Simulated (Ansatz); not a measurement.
MgTe: stiffness from a series of strains

```xyz
4
Lattice="4.5400 0.0000 0.0000 -2.2700 3.9318 0.0000 0.0000 0.0000 7.3950" Properties=species:S:1:pos:R:3 pbc="T T T"
Mg    0.0000    2.6212    0.0000
Mg    2.2700    1.3106    3.6975
Te    0.0000    2.6212    2.7361
Te    2.2700    1.3106    6.4336
```

Atoms are numbered in the order listed.

The cell is COD entry 1538744, as deposited and not checked against the literature; nothing was relaxed.

Spin–orbit coupling is left out, though it moves levels of the heavy atoms by tenths of an eV or more.

Theory: DFT, PBE, all-electron LAPW, scalar-relativistic in Ansatz 0.2.0.

Settings: a Γ-centred 9×9×5 k mesh, Fermi–Dirac smearing of 0.03 eV, basis error target 0.5 meV/atom, no spin polarisation.

The strain is applied along the Cartesian axes of the cell as listed (the other components stay zero). Fractional coordinates are held (clamped ions).

σ is the change of stress from the unstrained cell, which is at 1.66 GPa; tension is positive, so slopes are stress–strain coefficients at that pressure.

Only quantities that a quadratic follows smoothly over the whole series are listed; rougher ones are left out.

| εzz | σzz (GPa) | σxx (GPa) |
| --- | --- | --- |
| -0.0300 | -3.40 | -0.52 |
| -0.0200 | -2.16 | -0.34 |
| 0.0000 | 0.00 | 0.00 |
| 0.0100 | 0.94 | 0.16 |
| 0.0200 | 1.80 | 0.32 |
| 0.0300 | 2.58 | 0.47 |

Q: Fit the series and read off the stiffness at zero strain.

A: Least-squares fits y = p0 + p1 x + p2 x² to the rows give σzz (GPa): p1 = 99.4, p2 = -450; σxx (GPa): p1 = 16.5, p2 = -27. So C33 = 99 GPa and C13 = 16 GPa, for these axes.

Q: One run, at εzz = -0.0100, is withheld. Predict its row.

A: The fits give -1.04, -0.17; the run gave -1.03, -0.17.
